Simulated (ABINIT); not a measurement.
## GaN: single point with PBE

**Measured values to compare with.**

From “Studying electronic properties in GaN without electrical contacts using γ-γ vs e−-γ Perturbed Angular Correlations”, 2019, pmc:6823545, for a bulk crystal of GaN: band gap 3.503 ± 0.005 eV (direct).

The system is GaN.

```
Ga N
1.0
     3.18000    0.00000    0.00000
    -1.59000    2.75396    0.00000
     0.00000    0.00000    5.16600
Ga N
2 2
Direct
  0.66667 0.33333 0.50000
  0.33333 0.66667 0.00000
  0.66667 0.33333 0.87500
  0.33333 0.66667 0.37500
```

```yaml
Program: ABINIT 10.8.3 (patched build)
Task: single point
Functional: PBE
Potentials_or_basis: JTH PAW PBE v2.0
Cutoff: 707 eV
k_mesh: 10 × 10 × 5
Occupations: fermi-dirac, width 0.05 eV
Spin: no spin polarisation
Fine-grid_cutoff: 1306.15 eV
Exchange_and_correlation_inside_the_PAW_spheres: full angular mesh (pawxcdev 0, this build's default; the released program takes 1)
```

```json
{"Pressure": "7.8 GPa", "Largest force": "0.138 eV/Å", "Band gap on the k mesh": "1.96 eV, direct", "Valence electrons inside the program's atomic spheres": "Ga 11.19; N 2.56"}
```

Forces on the atoms (eV/Å):
```
Ga   0.000  0.000 -0.138
Ga   0.000  0.000 -0.138
N    0.000  0.000  0.138
N    0.000  0.000  0.138
```

Stress tensor (GPa, compression positive):
```
7.09 0.00 0.00
0.00 7.09 0.00
0.00 0.00 9.26
```

Levels at points of the mesh, in eV from the valence-band top:
```csv
k point,band 14,band 15,band 16,band 17,band 18,band 19,band 20,band 21,band 22
"(0.00, 0.00, 0.00)",-1.06,-1.06,-0.06,0.00,0.00,1.96,4.29,9.25,9.92
"(0.50, 0.00, 0.00)",-5.30,-4.28,-2.79,-2.26,-0.99,5.07,5.60,6.06,8.66
```

Run time: 77 s on 1 thread of Arm Neoverse V1, on a shared host, peak memory 0.16 GiB.

A measured gap of GaN is 3.503 eV (direct; quoted in “Studying electronic properties in GaN without electrical contacts using γ-γ vs e−-γ Perturbed Angular Correlations”, 2019, pmc:6823545); the calculated 1.96 eV misses it by -1.54 eV. Spin-orbit coupling on Ga is left out. The value is that of PBE, without temperature or zero-point motion. Semilocal functionals fall short of measured gaps as a rule.
